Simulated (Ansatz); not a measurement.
**AgBr (Fm-3m): dielectric-dependent hybrid calculation in Python**

All numbers are computed with Ansatz 0.2.0, driven from Python. The levels of theory stand in the script.

## Step 1: The system

It takes space group Fm-3m (No. 225, cubic). Conventional cell: a = 5.740 Å, b = 5.740 Å, c = 5.740 Å, α = 90.00°, β = 90.00°, γ = 90.00°. Ag (site symmetry m-3m) is surrounded by 6 Br at 2.87 Å. Br (site symmetry m-3m) has 6 Ag at 2.87 Å as nearest neighbours.

Input file agbr.vasp:

```text
AgBr
1.0
   0.00000000    2.87015000    2.87015000
   2.87015000    0.00000000    2.87015000
   2.87015000    2.87015000    0.00000000
Ag Br
1 1
Direct
   0.00000000    0.00000000    0.00000000
   0.50000000    0.50000000    0.50000000
```

## Step 2: The code

Contents of agbr_ddh.py:

```python
"""Dielectric-dependent hybrid for AgBr."""

import warnings

import ansatz as az
from ase.io import read
import numpy as np


def count_gap(report):
    # lowest empty less highest filled band, counting bands; zero where they overlap
    return max(report.get("gap_by_band_count_ev") or 0.0, 0.0)

warnings.simplefilter("ignore", az.DeckWarning)

atoms = read("agbr.vasp", format="vasp")
crystal = az.Crystal.from_ase(atoms)

setup = (
    crystal.calculation()
    .kpoints(4, 4, 4)
    .occupations("fixed")
    .band_table()
)
semilocal = setup.functional("pbe").run(threads=1, pin="off").report
hybrid = setup.functional(exchange="pbe", correlation="pbe", exact_fraction="inverse_dielectric").run(threads=1, pin="off").report
alpha = hybrid["hybrid"]["exact_exchange_fraction"]
print(f"fraction of exact exchange {alpha:.4f}, so eps_inf = {1 / alpha:.2f} on this mesh")
print(f"gap by band count: {count_gap(semilocal):.3f} eV semilocal, {count_gap(hybrid):.3f} eV hybrid")
```

## Step 3: What the engine is handed

The package turns the script's settings into the engine's input (first run):

```yaml
crystal:
  lattice:
    - [0.0, 2.87015, 2.87015]
    - [2.87015, 0.0, 2.87015]
    - [2.87015, 2.87015, 0.0]
  atoms:
    - { symbol: Ag, position: [0.0, 0.0, 0.0] }
    - { symbol: Br, position: [0.5, 0.5, 0.5] }
kpoints:
  mp_grid:
    grid: [4, 4, 4]
hamiltonian:
  xc: pbe
scf:
  occupations:
    method: fixed
output:
  eigenvalues: true
```

## Step 4: The run

Run with:

```bash
$ python agbr_ddh.py
```

**Question.** How long does this script take on 1 thread of Arm Neoverse V2, shared host, and how much memory does it need?

About 20 s, with a peak of 0.84 GiB.
